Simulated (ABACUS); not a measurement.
# KTaO3 under changes of volume

One of the cells (12.688 Å³/atom); the others are scaled copies at fixed shape and fractional positions:

```
Ta K O
1.0
     3.98830    0.00000    0.00000
     0.00000    3.98830    0.00000
     0.00000    0.00000    3.98830
Ta K O
1 1 3
Direct
  0.00000 0.00000 0.00000
  0.50000 0.50000 0.50000
  0.00000 0.00000 0.50000
  0.00000 0.50000 0.00000
  0.50000 0.00000 0.00000
```

| Quantity | Value |
| --- | --- |
| Program | ABACUS 3.10.1 |
| Functional | PBE |
| Potentials or basis | PseudoDojo NC SR 0.4.1 PBE standard |
| Cutoff | 1143 eV |
| Density cutoff | 4572 eV |
| Basis | plane waves |
| k mesh | 7 × 7 × 7 |
| Occupations | fermi-dirac, width 0.05 eV |
| Spin | no spin polarisation |

```csv
volume (Å³/atom),energy over the lowest point (meV/atom),pressure (GPa),gap on the mesh (eV)
11.927,?,?,?
12.180,31.67,13.6,2.39
12.434,14.05,8.7,2.35
12.688,3.74,4.3,2.30
12.942,0.00,0.4,2.25
13.196,2.16,-3.1,2.20
13.449,9.61,-6.3,2.15
```

What does the run at 11.927 Å³/atom give?

Energy over the lowest point 57.42 meV/atom; pressure 19.0 GPa; gap on the mesh 2.44 eV.

Worked out: A Birch-Murnaghan fit of order 3 (a polynomial in V^(-2/3)) to the other rows has its minimum at 12.97 Å³/atom with B0 = V·E''(V) = 188 GPa and B' = 4.4. It gives 57.30 meV/atom at 11.927 Å³/atom, against the run's 57.42, and -dE/dV = 19.0 GPa, against 19.0. A straight line through the other rows of the gap, of slope -2.45 eV per unit of ln V, extrapolates to 2.45 eV, against the run's 2.44.

Energies are extrapolated to zero smearing.

Caveats: there are fewer bands than atomic start orbitals, so a level may be missed at k points of high symmetry; spin-orbit coupling is left out, which moves the levels of the heavy elements; an odd mesh through Γ misses points on the zone boundary, where band edges often lie.
